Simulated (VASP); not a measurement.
Crystal: CdF2.

```xyz
3
Lattice="0.0000 2.6970 2.6970 2.6970 0.0000 2.6970 2.6970 2.6970 0.0000" Properties=species:S:1:pos:R:3 pbc="T T T"
Cd    0.0000    0.0000    0.0000
F     1.3485    1.3485    1.3485
F     4.0455    4.0455    4.0455
```

Program: VASP 6.6.1. Alike in all runs: task band structure; no spin polarisation; cell as given; k mesh 10 × 10 × 10; cutoff (eV) 520; smearing gaussian 0.03 eV.

Order these runs on this cell by their band gap on the k mesh, lowest first.
A. level LDA; potentials or basis VASP PAW LDA potentials, release 64 (Cd, F)
B. level r2SCAN; potentials or basis VASP PAW PBE potentials, release 64 (Cd, F)
C. level PBE; potentials or basis VASP PAW PBE potentials, release 64 (Cd, F)
D. level TB-mBJ; potentials or basis VASP PAW PBE potentials, release 64 (Cd, F)

A (2.79 eV), C (3.06 eV), B (3.75 eV), D (6.61 eV).

